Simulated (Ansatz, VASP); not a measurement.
Two plane-wave programs on Pb

Contents of INCAR:

```
  PREC = Accurate
  ENCUT = 520
  EDIFF = 1E-8
  ISMEAR = -1
  SIGMA = 0.05
  LREAL = F
  LASPH = T
  NELM = 60
  ALGO = Normal
  ISIF = 2
  LWAVE = F
  LCHARG = F
  GGA = PE
  LEFG = T
  NBANDS = 21
```

KPOINTS

```
Automatic mesh
0
Gamma
  8 8 8
```

POSCAR

```
Pb
1.0
    0.0000000000      3.4390000555      3.4390000555
    3.4390000555      0.0000000000      3.4390000555
    3.4390000555      3.4390000555      0.0000000000
Pb
2
Direct
    0.0000000000      0.0000000000      0.0000000000
    0.2500000000      0.2500000000      0.2500000000
```

Input for Ansatz:

```yaml
crystal:
  lattice:
    - [0.0, 3.4390000555, 3.4390000555]
    - [3.4390000555, 0.0, 3.4390000555]
    - [3.4390000555, 3.4390000555, 0.0]
  atoms:
    - { symbol: Pb, position: [0.0, 0.0, 0.0] }
    - { symbol: Pb, position: [0.25, 0.25, 0.25] }
kpoints:
  mp_grid: { grid: [8, 8, 8] }
  band_path:
    path:
      - [0.0, 0.0, 0.0]
      - [0.5, 0.0, 0.5]
      - [0.625, 0.25, 0.625]
      - [0.375, 0.375, 0.75]
      - [0.0, 0.0, 0.0]
      - [0.5, 0.5, 0.5]
      - [0.5, 0.25, 0.75]
      - [0.5, 0.0, 0.5]
    npoints: 14
scf:
  occupations: { method: fermi_dirac, width: 0.05 }
hamiltonian:
  xc: pbe
  pseudopotentials: { kind: paw }
output:
  forces: true
  stress: true
  eigenvalues: true
  efg: { contact_densities: true }
  populations: true
  bader: true
  dos: { projected: true, de: 0.2, e_range: [-14, 8] }
  write_density: true
  write_potential: true
  elf: true
  volumetric_format: npy
```

Alike in both runs: task electric field gradients; functional PBE; k mesh 8 × 8 × 8; occupations fermi-dirac, width 0.05 eV; no spin polarisation.

|  | VASP | Ansatz |
| --- | --- | --- |
| version | VASP 6.6.1 | Ansatz 0.2.0 |
| potentials or method | VASP PAW PBE potentials, release 64 (Pb_d) | PAW with Ansatz's default frozen-core files, scalar-relativistic |
| plane-wave cutoff (eV) | 520 | 420 |
| valence electrons in the cell | 28 | 28 |

```tsv
	VASP	Ansatz	Ansatz less VASP
pressure (GPa)	2.3	2.4	+0.05
Vzz of the field gradient on the site that differs most (V/Å²)	0.0	0.0	0.00
```

Ansatz warned: «gradients_without_spin_orbit».

The runs have no spin-orbit coupling, so splittings on Pb are missing.
